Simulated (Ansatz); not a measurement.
# Relaxing Y

Theory: DFT PBE, scalar-relativistic, plane waves, PAW in Ansatz. Cutoff 420 eV, Γ-centred k mesh, Gaussian smearing, no spin polarisation in the final step.

Y was placed on the omega structure type (P6/mmm, No. 191), at a guessed volume.

```
CELL_PARAMETERS angstrom
6.04045 0.00000 0.00000
-3.02023 5.23118 0.00000
0.00000 0.00000 3.70306
ATOMIC_POSITIONS crystal
Y 0.00000 0.00000 0.00000
Y 0.33333 0.66667 0.50000
Y 0.66667 0.33333 0.50000
```

Steps on the 3×3×6 mesh (3 atoms). 5 of 5 steps are shown, and the free energy counts from the last. Trial steps that were taken back and renewals of the plane-wave basis can be among the rows.

| step | ΔF (meV/atom) | V (Å³/atom) | P (GPa) |
| --- | --- | --- | --- |
| 1 | 133.7 | 39.00 | -5.41 |
| 2 | 11.3 | 34.09 | -1.93 |
| 3 | 1.0 | 31.87 | 0.58 |
| 4 | -0.1 | 32.31 | -0.03 |
| 5 | 0.0 | 32.31 | -0.03 |

A final relaxation ran on a 9×9×12 mesh. The relaxed crystal, P6/mmm (No. 191):

```cif
data_structure
_symmetry_space_group_name_H-M 'P6/mmm'
_symmetry_Int_Tables_number 191
_cell_length_a 5.6430
_cell_length_b 5.6430
_cell_length_c 3.5319
_cell_angle_alpha 90.000
_cell_angle_beta 90.000
_cell_angle_gamma 120.000
_cell_volume 97.40
loop_
_atom_site_label
_atom_site_type_symbol
_atom_site_symmetry_multiplicity
_atom_site_Wyckoff_symbol
_atom_site_fract_x
_atom_site_fract_y
_atom_site_fract_z
_atom_site_occupancy
Y1 Y 1 a 0.00000 0.00000 0.00000 1
Y2 Y 2 d 0.33333 0.66667 0.50000 1
```

```json
{
  "Volume per atom": "32.47 Å³",
  "Density": "4.55 g/cm³",
  "Energy over the standard structure": "0.07 eV/atom",
  "Gap on the 9×9×12 mesh": "0 eV (a metal)"
}
```

Energies count from the standard state of Y at the same level.

The final run used a 9×9×12 mesh on its 3-atom cell and 0.10 eV smearing. For metals, differences of a few meV/atom aren't resolved.

Symmetry constrained the relaxation, so the result can be a saddle point.